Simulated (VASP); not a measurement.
Write the native input for VASP 6.6.1 that does the following.

```yaml
Task: single point
Functional: PBE
Potentials_or_basis: VASP PAW PBE potentials, release 64 (K_sv, Br)
Cutoff: 520 eV
k_mesh: 3 × 3 × 3
Occupations: gaussian, width 0.01 eV
Spin: no spin polarisation
Dipole_correction: no
Further_INCAR_settings: ALGO = Normal; EDIFF = 1e-07; NBANDS = 15
```

The structure of KBr lies in POSCAR:

```
KBr
1.0
    0.0000000000      3.3000000000      3.3000000000
    3.3000000000      0.0000000000      3.3000000000
    3.3000000000      3.3000000000      0.0000000000
K Br
1 1
Direct
    0.0000000000      0.0000000000      0.0000000000
    0.5000000000      0.5000000000      0.5000000000
```

One way to write it, as run:

INCAR

```
SYSTEM = KBr
ALGO = Normal
EDIFF = 1E-7
ENCUT = 520
GGA = PE
ISIF = 2
ISMEAR = 0
LASPH = .TRUE.
LCHARG = .TRUE.
LELF = .TRUE.
LREAL = .FALSE.
LVHAR = .TRUE.
LWAVE = .FALSE.
NBANDS = 15
NELM = 100
PREC = Accurate
SIGMA = 0.01
```

KPOINTS

```
k-points
0
G
  3 3 3
  0 0 0
```

Potentials or basis: VASP PAW PBE potentials, release 64 (K_sv, Br).

The run is started by

```bash
$ cat potpaw_PBE.64/K_sv/POTCAR potpaw_PBE.64/Br/POTCAR > POTCAR
$ mpirun -np 1 vasp_std > vasp.out
```

Results of the run:

- Pressure: 0.8 GPa
- Band gap on the k mesh: 4.43 eV, direct

Caveat: the k mesh is coarse (spacing up to 0.55 Å⁻¹), so the values aren't converged.

It took 11 s on 1 thread of Intel(R) Xeon(R) Platinum 8488C (Sapphire Rapids), on a shared host, peak memory 0.19 GiB.
